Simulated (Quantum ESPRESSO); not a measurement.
Set up this calculation in Quantum ESPRESSO 7.5, as an ASE script.

```yaml
Task: relaxation of cell and atoms
Functional: PBEsol
Dispersion: D3
Potentials_or_basis: GBRV 1.5 PBEsol
Cutoff: 612 eV
Density_cutoff: 4898 eV
k_mesh: 10 × 10 × 10
Occupations: fermi-dirac, width 0.05 eV
Spin: no spin polarisation
ASE_optimiser: BFGS
Mixing_beta: 0.5
Most_SCF_iterations: 120
SCF_threshold: 2e-10 Ry
```

The structure of As lies in As.cif:

```cif
data_As
_cell_length_a 2.70368174
_cell_length_b 2.70368174
_cell_length_c 2.70368174
_cell_angle_alpha 90.00000000
_cell_angle_beta 90.00000000
_cell_angle_gamma 90.00000000
_space_group_name_H-M_alt 'P1'
_space_group_name_Hall 'P 1'
_space_group_IT_number 1
loop_
_space_group_symop_operation_xyz
'x,y,z'
loop_
_atom_site_label
_atom_site_type_symbol
_atom_site_symmetry_multiplicity
_atom_site_Wyckoff_symbol
_atom_site_fract_x
_atom_site_fract_y
_atom_site_fract_z
_atom_site_occupancy
As1 As 1 a 0.5000000000 0.5000000000 0.5000000000 1
```

This isn't the form of As at room conditions, which is rhombohedral.

The input as run:

run.py

```python
import numpy as np
from ase.calculators.espresso import Espresso, EspressoProfile
from ase.io import read

atoms = read('As.cif')

input_data = {
    'control': {'calculation': 'scf', 'prefix': 'pwscf', 'outdir': './tmp', 'tprnfor': True, 'tstress': True, 'disk_io': 'low'},
    'system': {'ecutwfc': 45.0, 'ecutrho': 360.0, 'nbnd': 7, 'occupations': 'smearing', 'smearing': 'fd', 'degauss': 0.00367493, 'vdw_corr': 'grimme-d3', 'dftd3_version': 3},
    'electrons': {'conv_thr': 2e-10, 'electron_maxstep': 120, 'mixing_beta': 0.5},
}
pseudopotentials = {'As': 'as_pbesol_v1.uspp.F.UPF'}
profile = EspressoProfile(command='mpirun -n 2 pw.x -nk 2', pseudo_dir='pseudo')
dft = Espresso(profile=profile, input_data=input_data, pseudopotentials=pseudopotentials, kpts=(10, 10, 10), koffset=(0, 0, 0))
atoms.calc = dft

from ase.optimize import BFGS
from ase.filters import FrechetCellFilter
done = BFGS(FrechetCellFilter(atoms), trajectory='opt.traj').run(fmax=0.02, steps=30)
print('converged', done)
print('cell (A)', np.round(atoms.cell.cellpar(), 5))
print(f'energy {atoms.get_potential_energy():.8f} eV')
print('forces (eV/A)')
print(np.round(atoms.get_forces(), 6))
print('stress (eV/A^3, Voigt)')
print(np.round(atoms.get_stress(), 8))
print(f'Fermi level {dft.get_fermi_level():.4f} eV')
```

Potentials or basis: GBRV 1.5 PBEsol.

Launch:

```console
$ OMP_NUM_THREADS=1 python run.py
```

Results of the run:

```json
{"Relaxed volume": "19.33 Å³/atom", "Relaxed cell": "a = 2.684 Å, b = 2.684 Å, c = 2.684 Å, α = 90.00°, β = 90.00°, γ = 90.00°", "Space group after relaxing (to 0.05 Å)": "Pm-3m (No. 221)", "Energy gained by relaxing": "2.6 meV/atom", "Ionic steps": "3", "Pressure after relaxing": "0.0 GPa", "Band gap on the k mesh": "none (metal or under the smearing width)"}
```

Caveat: pairwise dispersion overbinds metals, which lowers pressure and volume.

Wall time 10 s on 2 MPI ranks on Arm Neoverse V2 (shared host), peak memory 0.18 GiB a rank.
